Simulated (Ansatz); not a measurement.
**SnTe: changing the functional**

```xyz
2
Lattice="0.0000 3.1509 3.1509 3.1509 0.0000 3.1509 3.1509 3.1509 0.0000" Properties=species:S:1:pos:R:3 pbc="T T T"
Te    3.1509    3.1509    3.1509
Sn    0.0000    0.0000    0.0000
```

Kept alike: task band structure; k mesh 7 × 7 × 7; occupations fermi-dirac, width 0.05 eV; no spin polarisation. Program: Ansatz, all-electron LAPW, scalar-relativistic. The mesh is that of the run's cell of 2 atoms. No spin-orbit coupling.

| functional | band gap (eV) | pressure (GPa) |
| --- | --- | --- |
| LDA | 0.106 | -1.55 |
| PBE | 0.095 | 2.23 |
| PBEsol | 0.132 | -0.37 |

Pressure is positive in compression. Spin-orbit coupling, left out here, moves the band edges of heavy atoms and can close or invert small gaps. Gaps are the smaller of the mesh's and the band path's.

**Question.** What does the functional change here?

**Answer.** The band gap runs from 0.095 (PBE) to 0.132 eV (PBEsol). From PBE: LDA +0.011; PBEsol +0.037. The pressure runs from -1.55 (LDA) to 2.23 GPa (PBE). From PBE: LDA -3.78; PBEsol -2.60. A positive pressure means that the functional's own cell is larger than the one given, a negative one that it is smaller.
